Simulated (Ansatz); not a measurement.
# Sb (Im-3m) in Ansatz: further runs

The runs below take Sb through band structure, single point, equation of state, with LDA.

Program: Ansatz 0.2.0. These are calculated values, not measurements. Logs are shortened: lines on timing, memory, paths and dates and some standing lists are left out, and cuts for length are marked.

### Step 1. The structure

The structure is cubic, space group Im-3m (No. 229). Conventional cell: a = 3.743 Å, b = 3.743 Å, c = 3.743 Å, α = 90.00°, β = 90.00°, γ = 90.00°. Sb (site symmetry m-3m) is surrounded by 8 Sb at 3.24 Å.

This isn't the form of Sb at room conditions, which is rhombohedral.

### Step 2. Band structure, LDA

Input file input.yaml:

```yaml
crystal:
  lattice:
    - [-1.8713408863, 1.8713408863, 1.8713408863]
    - [1.8713408863, -1.8713408863, 1.8713408863]
    - [1.8713408863, 1.8713408863, -1.8713408863]
  atoms:
    - { symbol: Sb, position: [0.0, 0.0, 0.0] }
hamiltonian:
  xc: lda
  pseudopotentials: { kind: paw }
kpoints:
  mp_grid: { grid: [10, 10, 10] }
  band_path:
    path:
      - [[0.0, 0.0, 0.0], [0.5, -0.5, 0.5], [0.0, 0.0, 0.5], [0.0, 0.0, 0.0], [0.25, 0.25, 0.25], [0.5, -0.5, 0.5]]
      - [[0.25, 0.25, 0.25], [0.0, 0.0, 0.5]]
    npoints: 14
scf:
  occupations: { method: fermi_dirac, width: 0.05 }
  n_extra_bands: 6
output:
  forces: true
  stress: true
  eigenvalues: true
  fatbands: true
```

Potentials or basis: Ansatz PAW.

Command:

```bash
$ ansatz run input.yaml --threads 2 --pin off --max-ram 5632MiB --backend cpu --events-out ev --progress --plain --runs-dir out
```

Output:

```text
Warning: RAYON_NUM_THREADS=2 ignored (pool sized by the plan → 2); use --threads N
scf.n_extra_bands = 6 over 8 filled bands (N_el = 15.0): the run solves 14 bands
Engine: ansatz 0.2.0, x86_64-unknown-linux-gnu
Pseudopotentials: kind: paw
Pseudopotential: Sb, paw, valence charge 15, recommended cutoff 420 eV (normal), Sb.paw.azcp
Functional definition: SPW92
  exchange = slater_x
  correlation = pw_c
Crystal: 1 atoms, lattice volume = 26.213 Å³
Basis set: ecut = 420 eV, 531 PW (Γ)
Bands: 14, of which v1, the nominal top of the filled ones, is band 8 counted from 1 (7 counted from 0)
Symmetry: 48 space group operations
Space group: Im-3m (ITA 229), of the structure as read, at distance tolerance 3.0e-5 Å
k-points: 47 of 1000
Non-local potential: Sb, projectors of the file, l = 0: 2, l = 1: 2, l = 2: 2, l = 3: 2
PAW form: soft (Blöchl's): semilocal exchange-correlation on the pseudo side does not see the compensation charge
PAW frozen core: Sb, regenerated for the run's functional, and the local potential with it (the file was generated under x = pbe(κ = 0.804, μ = 0.2195149727645171), c = pbe(β = 0.06672455060314922))
PAW one-centre angular grid: Sb, 590 points (default); XC on 64 Gauss nodes
Initial density: superposition of atomic densities (neutral atoms: chi_scale 0, normalization atom), corrected by the library's trained network
Initial wavefunctions: pseudopotential atomic-orbital guess
Functional: x = slater, c = lda
SCF iter   1: F=—  HF=-6335.615041 eV  |F-HF|=—  |Δ(HF+E_count)|=         —  Δρ=7.15e-3  dr2=5.70e-3  ethr=1.77e-3  ⟨swp⟩=5.9  Hψ=3814  notcnv=0
preconditioner: auto → Kerker (q_TF=auto, 2.486 Å⁻¹)  [metal: Δε(μ)=0.015 eV  Ē_g=15.227 eV  σ=0.050 eV  W_gap=0.08  n_scr=12 (ndim 8)  ℏωp=16.2 eV  f_vac=0.000  D(μ)=1.14/eV (n_scr^D=12)]
SCF iter   2: F=—  HF=-6335.612839 eV  |F-HF|=—  |Δ(HF+E_count)|=   2.20e-3  Δρ=4.04e-3  dr2=1.89e-3  ethr=3.80e-5  ⟨swp⟩=1.5  Hψ=1068  notcnv=0  defer=35
SCF iter   3: F=—  HF=-6335.612145 eV  |F-HF|=—  |Δ(HF+E_count)|=   6.94e-4  Δρ=6.97e-4  dr2=1.46e-4  ethr=1.26e-5  ⟨swp⟩=2.0  Hψ=822  notcnv=0  defer=35
SCF iter   4: F=—  HF=-6335.612091 eV  |F-HF|=—  |Δ(HF+E_count)|=   5.37e-5  Δρ=4.02e-4  dr2=5.77e-5  ethr=9.71e-7  ⟨swp⟩=2.0  Hψ=934  notcnv=0  defer=35
SCF iter   5: F=—  HF=-6335.612067 eV  |F-HF|=—  |Δ(HF+E_count)|=   2.39e-5  Δρ=1.75e-4  dr2=8.79e-6  ethr=3.85e-7  ⟨swp⟩=2.0  Hψ=793  notcnv=0  defer=35
SCF iter   6: F=—  HF=-6335.612063 eV  |F-HF|=—  |Δ(HF+E_count)|=   4.48e-6  Δρ=5.93e-5  dr2=9.23e-7  ethr=5.86e-8  ⟨swp⟩=2.7  Hψ=986  notcnv=0  defer=35
SCF iter   7: F=-6335.612062 eV  HF=-6335.612062 eV  |F-HF|=1.67e-9  |Δ(HF+E_count)|=   6.20e-7  Δρ=2.57e-6  dr2=1.89e-9  ethr=6.67e-10  ⟨swp⟩=7.2  Hψ=3321  notcnv=0
SCF 1 converged in 7 iterations: F = -6335.612062 eV  dr2 = 1.89e-9
NSCF: frozen V_eff on 86 k-points
SCF converged after 7 iterations
Free energy (F): -6335.612062 eV
Harris-Foulkes:  -6335.612062 eV  (|F-HF|=1.67e-9)
Internal energy: -6335.603271 eV  (E = F + TS)
E sigma→0 (E₀):  -6335.607666 eV
Entropy (-TS):   -0.008792 eV (-8.792 meV/atom)
Fermi energy:    11.695446 eV
--- Per-component energies (eV) ---
  E_band       = -141.773027
  E_kinetic    = 208.529999
  E_local      = -1417.897832  (includes V_loc(G=0)·N_el)
  E_nonlocal   = 365.699906
  E_hartree    = 646.760224
  E_xc         = -138.348416
  E_vxc        = -97.918030  (∫ρ·V_xc dr)
  E_paw        = -4425.721813  (= ΣΔE_a)
  E_vpaw       = -493.705523  (= ΣTr[D̂ρ^β])
  E_aug_tail   = -0.000002  (compensation charges beyond the density's cutoff)
  E_ewald      = -1575.184159
  E_core_change = 0.558824  (= ΣΔE_core)
  E_smearing   = -0.008792  (= −TS)
  E_closure    = -0.000000  (closes the sum)
  Σ components = -6335.612062   (vs F -6335.612062, Δ=0.00e0)
--- Forces (eV/Å), atoms counted from 1 ---
  atom   1  Sb    -0.00000000     0.00000000     0.00000000
  max |Σ_I F_I| component: 5.09e-31 eV/Å
--- Stress (GPa, compression-positive) ---
       -1.240514      -0.000000      -0.000000
       -0.000000      -1.240514      -0.000000
       -0.000000      -0.000000      -1.240514
  P = ⅓ Tr σ = -1.2405 GPa (-12.405 kbar)
--- Band table (eV; the first three rows and the last of 47) ---
  k-point 0: bands = ["-17.4103", "-17.4103", "-17.4103", "-17.3311", "-17.3311", "-1.3758", "17.3004", "17.3004", "17.3004", "23.1879", "23.1879", "23.1879", "23.5391", "23.5391"]
  k-point 1: bands = ["-17.4125", "-17.4060", "-17.3980", "-17.3337", "-17.3316", "-1.1617", "15.7703", "16.6549", "17.1187", "21.5056", "21.7626", "23.0727", "24.0832", "24.1577"]
  k-point 2: bands = ["-17.4182", "-17.3963", "-17.3657", "-17.3392", "-17.3330", "-0.5236", "12.8529", "15.4443", "16.6376", "20.0763", "20.5375", "23.0256", "24.5754", "26.3278"]
  k-point 46: bands = ["-17.4123", "-17.4123", "-17.2918", "-17.2918", "-17.2918", "6.0713", "9.6623", "9.6623", "9.6623", "14.7584", "14.7584", "29.0707", "31.3157", "31.3157"]
```

It took 0.76 s on 2 threads of Intel Xeon 6975P-C (Granite Rapids), shared host; peak memory 0.31 GiB.

Results:

- Free energy: -6335.6121 eV
- Pressure: -1.2 GPa
- Band gap on the k mesh: none (metal or under the smearing width)

Levels at the corners of the path, in eV from the Fermi level:
| point | band 3 | band 4 | band 5 | band 6 | band 7 | band 8 | band 9 | band 10 | band 11 | band 12 |
| --- | --- | --- | --- | --- | --- | --- | --- | --- | --- | --- |
| Γ | -29.11 | -29.03 | -29.03 | -13.07 | 5.60 | 5.60 | 5.60 | 11.49 | 11.49 | 11.49 |
| H | -28.99 | -28.99 | -28.99 | -5.62 | -2.03 | -2.03 | -2.03 | 3.06 | 3.06 | 17.38 |
| N | -29.03 | -29.03 | -28.98 | -8.92 | -5.70 | 1.72 | 3.80 | 6.68 | 7.28 | 13.86 |
| Γ | -29.11 | -29.03 | -29.03 | -13.07 | 5.60 | 5.60 | 5.60 | 11.49 | 11.49 | 11.49 |
| P | -29.06 | -29.03 | -29.03 | -7.91 | -2.81 | -2.81 | -2.81 | 16.11 | 16.11 | 16.11 |
| H | -28.99 | -28.99 | -28.99 | -5.62 | -2.03 | -2.03 | -2.03 | 3.06 | 3.06 | 17.38 |
| P | -29.06 | -29.03 | -29.03 | -7.91 | -2.81 | -2.81 | -2.81 | 16.11 | 16.11 | 16.11 |
| N | -29.03 | -29.03 | -28.98 | -8.92 | -5.70 | 1.72 | 3.80 | 6.68 | 7.28 | 13.86 |

Caveat: spin-orbit coupling is left out, which moves the levels of the heavy elements; the PAW data sets come from PBE, with cores solved anew for the run's functional, which leaves a small shift of forces and pressure.

### Step 3. Single point, LDA, 24.64 Å³/atom (volume scaled by 0.94)

Input file input.yaml:

```yaml
crystal:
  lattice:
    - [-1.8331395369, 1.8331395369, 1.8331395369]
    - [1.8331395369, -1.8331395369, 1.8331395369]
    - [1.8331395369, 1.8331395369, -1.8331395369]
  atoms:
    - { symbol: Sb, position: [0.0, 0.0, 0.0] }
hamiltonian:
  xc: lda
  pseudopotentials: { kind: paw }
kpoints:
  mp_grid: { grid: [10, 10, 10] }
scf:
  occupations: { method: fermi_dirac, width: 0.05 }
output:
  forces: true
  stress: true
  eigenvalues: true
```

Potentials or basis: Ansatz PAW.

Command:

```bash
$ ansatz run input.yaml --threads 2 --pin off --max-ram 5632MiB --backend cpu --events-out ev --progress --plain --runs-dir out
```

Wall time 0.39 s (2 threads of Intel Xeon 6975P-C (Granite Rapids), shared host); peak memory 0.29 GiB.

The run converged. Its results:

```
Free energy            : -6335.6029 eV
Pressure               : 3.3 GPa
Band gap on the k mesh : none (metal or under the smearing width)
```

Caveat: the PAW data sets come from PBE, with cores solved anew for the run's functional, which leaves a small shift of forces and pressure.

### Step 4. Single point, LDA, 25.16 Å³/atom (volume scaled by 0.96)

Input file input.yaml:

```yaml
crystal:
  lattice:
    - [-1.8460493956, 1.8460493956, 1.8460493956]
    - [1.8460493956, -1.8460493956, 1.8460493956]
    - [1.8460493956, 1.8460493956, -1.8460493956]
  atoms:
    - { symbol: Sb, position: [0.0, 0.0, 0.0] }
hamiltonian:
  xc: lda
  pseudopotentials: { kind: paw }
kpoints:
  mp_grid: { grid: [10, 10, 10] }
scf:
  occupations: { method: fermi_dirac, width: 0.05 }
output:
  forces: true
  stress: true
  eigenvalues: true
  write_density: true
  write_potential: true
  elf: true
  volumetric_format: npy
```

Command:

```bash
$ ansatz run input.yaml --threads 2 --pin off --max-ram 5632MiB --backend cpu --events-out ev --progress --plain --runs-dir out
```

It took 0.48 s on 2 threads of Intel Xeon 6975P-C (Granite Rapids), shared host; peak memory 0.32 GiB.

The run converged. Its results:

```yaml
Free_energy: -6335.6110 eV
Pressure: 1.7 GPa
Band_gap_on_the_k_mesh: none (metal or under the smearing width)
```

Caveat: the PAW data sets come from PBE, with cores solved anew for the run's functional, which leaves a small shift of forces and pressure.

### Step 5. Single point, LDA, 25.69 Å³/atom (volume scaled by 0.98)

Changes to input.yaml since step 4:

```diff
@@ -2,5 +2,5 @@
   lattice:
-    - [-1.8460493956, 1.8460493956, 1.8460493956]
-    - [1.8460493956, -1.8460493956, 1.8460493956]
-    - [1.8460493956, 1.8460493956, -1.8460493956]
+    - [-1.8587811731, 1.8587811731, 1.8587811731]
+    - [1.8587811731, -1.8587811731, 1.8587811731]
+    - [1.8587811731, 1.8587811731, -1.8587811731]
   atoms:
```

Command:

```bash
$ ansatz run input.yaml --threads 2 --pin off --max-ram 5632MiB --backend cpu --events-out ev --progress --plain --runs-dir out
```

Run time: 0.54 s. Hardware: 2 threads of Intel Xeon 6975P-C (Granite Rapids), shared host; peak memory 0.32 GiB.

It converged, with:

| Property | Result |
| --- | --- |
| Free energy | -6335.6139 eV |
| Pressure | 0.1 GPa |
| Band gap on the k mesh | none (metal or under the smearing width) |

Caveat: the PAW data sets come from PBE, with cores solved anew for the run's functional, which leaves a small shift of forces and pressure.

### Step 6. Single point, LDA, 26.21 Å³/atom

Input file input.yaml:

```yaml
crystal:
  lattice:
    - [-1.8713408863, 1.8713408863, 1.8713408863]
    - [1.8713408863, -1.8713408863, 1.8713408863]
    - [1.8713408863, 1.8713408863, -1.8713408863]
  atoms:
    - { symbol: Sb, position: [0.0, 0.0, 0.0] }
hamiltonian:
  xc: lda
  pseudopotentials: { kind: paw }
kpoints:
  mp_grid: { grid: [10, 10, 10] }
scf:
  occupations: { method: fermi_dirac, width: 0.05 }
output:
  forces: true
  stress: true
  eigenvalues: true
```

Potentials or basis: Ansatz PAW.

Command:

```bash
$ ansatz run input.yaml --threads 2 --pin off --max-ram 5632MiB --backend cpu --events-out ev --progress --plain --runs-dir out
```

Run time: 0.39 s. Hardware: 2 threads of Intel Xeon 6975P-C (Granite Rapids), shared host; peak memory 0.3 GiB.

Results (log left out):

- Free energy: -6335.6121 eV
- Pressure: -1.2 GPa
- Band gap on the k mesh: none (metal or under the smearing width)

Caveat: the PAW data sets come from PBE, with cores solved anew for the run's functional, which leaves a small shift of forces and pressure.

### Step 7. Single point, LDA, 26.74 Å³/atom (volume scaled by 1.02)

Changes to input.yaml since step 6:

```diff
@@ -2,5 +2,5 @@
   lattice:
-    - [-1.8713408863, 1.8713408863, 1.8713408863]
-    - [1.8713408863, -1.8713408863, 1.8713408863]
-    - [1.8713408863, 1.8713408863, -1.8713408863]
+    - [-1.8837342335, 1.8837342335, 1.8837342335]
+    - [1.8837342335, -1.8837342335, 1.8837342335]
+    - [1.8837342335, 1.8837342335, -1.8837342335]
   atoms:
```

Command:

```bash
$ ansatz run input.yaml --threads 2 --pin off --max-ram 5632MiB --backend cpu --events-out ev --progress --plain --runs-dir out
```

It took 0.41 s on 2 threads of Intel Xeon 6975P-C (Granite Rapids), shared host; peak memory 0.31 GiB.

The run converged. Its results:

```yaml
Free_energy: -6335.6060 eV
Pressure: -2.5 GPa
Band_gap_on_the_k_mesh: none (metal or under the smearing width)
```

Caveat: the PAW data sets come from PBE, with cores solved anew for the run's functional, which leaves a small shift of forces and pressure.

### Step 8. Single point, LDA, 27.26 Å³/atom (volume scaled by 1.04)

Changes to input.yaml since step 7:

```diff
@@ -2,5 +2,5 @@
   lattice:
-    - [-1.8837342335, 1.8837342335, 1.8837342335]
-    - [1.8837342335, -1.8837342335, 1.8837342335]
-    - [1.8837342335, 1.8837342335, -1.8837342335]
+    - [-1.8959666167, 1.8959666167, 1.8959666167]
+    - [1.8959666167, -1.8959666167, 1.8959666167]
+    - [1.8959666167, 1.8959666167, -1.8959666167]
   atoms:
```

Command:

```bash
$ ansatz run input.yaml --threads 2 --pin off --max-ram 5632MiB --backend cpu --events-out ev --progress --plain --runs-dir out
```

Run time: 0.43 s. Hardware: 2 threads of Intel Xeon 6975P-C (Granite Rapids), shared host; peak memory 0.31 GiB.

It converged, with:

- Free energy: -6335.5960 eV
- Pressure: -3.6 GPa
- Band gap on the k mesh: none (metal or under the smearing width)

Caveat: the PAW data sets come from PBE, with cores solved anew for the run's functional, which leaves a small shift of forces and pressure.

### Step 9. Single point, LDA, 27.79 Å³/atom (volume scaled by 1.06)

Input file input.yaml:

```yaml
crystal:
  lattice:
    - [-1.9080431628, 1.9080431628, 1.9080431628]
    - [1.9080431628, -1.9080431628, 1.9080431628]
    - [1.9080431628, 1.9080431628, -1.9080431628]
  atoms:
    - { symbol: Sb, position: [0.0, 0.0, 0.0] }
hamiltonian:
  xc: lda
  pseudopotentials: { kind: paw }
kpoints:
  mp_grid: { grid: [10, 10, 10] }
scf:
  occupations: { method: fermi_dirac, width: 0.05 }
output:
  forces: true
  stress: true
  eigenvalues: true
  write_density: true
  write_potential: true
  elf: true
  volumetric_format: npy
```

Potentials or basis: Ansatz PAW.

Command:

```bash
$ ansatz run input.yaml --threads 2 --pin off --max-ram 5632MiB --backend cpu --events-out ev --progress --plain --runs-dir out
```

Wall time 0.51 s (2 threads of Intel Xeon 6975P-C (Granite Rapids), shared host); peak memory 0.32 GiB.

Results (log left out):

- Free energy: -6335.5826 eV
- Pressure: -4.6 GPa
- Band gap on the k mesh: none (metal or under the smearing width)

Caveat: the PAW data sets come from PBE, with cores solved anew for the run's functional, which leaves a small shift of forces and pressure.

### Step 10. Equation of state, LDA

No new run: the results of the series are fitted here.

Results:

| Quantity | Value |
| --- | --- |
| Equilibrium volume | 25.74 Å³/atom |
| Bulk modulus | 70 GPa |
| Pressure derivative of the bulk modulus | 4.3 |

Energy against volume, from the lowest point:
```
volume (Å³/atom)  energy (meV/atom)
          24.640              11.04
          25.165               2.88
          25.689               0.00
          26.213               1.85
          26.737               7.96
          27.262              17.90
          27.786              31.26
```
